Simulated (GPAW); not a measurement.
BaTiO3 (Barioperovskite):

```
Ba Ti O
1.0
     3.98550    0.00000    0.00000
     0.00000    2.83690    2.84515
     0.00000   -2.83690    2.84515
Ba Ti O
1 1 3
Direct
  0.00000 0.00000 0.00000
  0.50000 0.51240 0.51240
  0.50000 0.99184 0.50524
  0.50000 0.50524 0.99184
  0.00000 0.48740 0.48740
```

Base run:

```yaml
Program: GPAW 26.7.0
Functional: RPBE
Potentials_or_basis: the program's PAW data sets (release 1.2.1) made for this functional
Cutoff: 800 eV
Basis: pw
k_mesh: 5 × 5 × 5
Occupations: fermi-dirac, width 0.05 eV
Spin: no spin polarisation
```

Its results: band gap on the k mesh 2.05 eV, indirect (least direct gap 2.12 eV); pressure 8.0 GPa; largest force 0.240 eV/Å.

Q: After a change of settings the same cell gave: band gap on the k mesh 2.04 eV, indirect (least direct gap 2.11 eV); pressure 6.8 GPa; largest force 0.243 eV/Å. Which change was it?
A. functional from RPBE to LDA
B. functional from RPBE to LDA; k mesh from 5 × 5 × 5 to 7 × 7 × 7
C. functional from RPBE to PBE; potentials or basis from the program's PAW data sets (release 1.2.1) made for this functional to GPAW PAW data sets (gpaw-data 1.2.1)
D. functional from RPBE to revPBE

A: D.

Caveats: spin-orbit coupling is left out, which moves the levels of the heavy elements; an odd mesh through Γ misses points on the zone boundary, where band edges often lie.
